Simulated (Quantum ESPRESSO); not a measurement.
TePb: zone-centre phonons under several settings

```
Pb Te
1.0
     0.00000    3.23100    3.23100
     3.23100    0.00000    3.23100
     3.23100    3.23100    0.00000
Pb Te
1 1
Cartesian
  0.0000 0.0000 0.0000
  3.2310 3.2310 3.2310
```

All runs used Quantum ESPRESSO 7.5; k mesh 6 × 6 × 6, shifted; no spin polarisation; cutoff 1088 eV; occupations smeared at first, fixed for the response.

```csv
level,potentials,geometry,volume (Å³/atom),pressure (GPa),lowest optical mode without the field (cm⁻¹),sum of the Born charges (e)
AM05,PseudoDojo 0.4.1 SR PBE standard,relaxed cell,33.77,0.0,37,0.02
PBEsol,PseudoDojo 0.4.1 SR PBEsol standard,relaxed cell,33.43,0.0,47,0.02
BLYP,PseudoDojo 0.4.1 SR PBE standard,"given cell, atoms relaxed",33.73,?,?,?
```

Problem. What stands in the row left open?

Solution. Pressure 5.3 GPa; lowest optical mode without the field 55 cm⁻¹; sum of the Born charges 0.01 e.

Caveats: the potentials were made for another functional, which shifts forces and pressure (some runs); the cell is more than 3 GPa from zero pressure, which shifts response properties (some runs).

For the row left open. Caveat: the potentials were made for another functional, which shifts forces and pressure; the cell is more than 3 GPa from zero pressure, which shifts response properties.
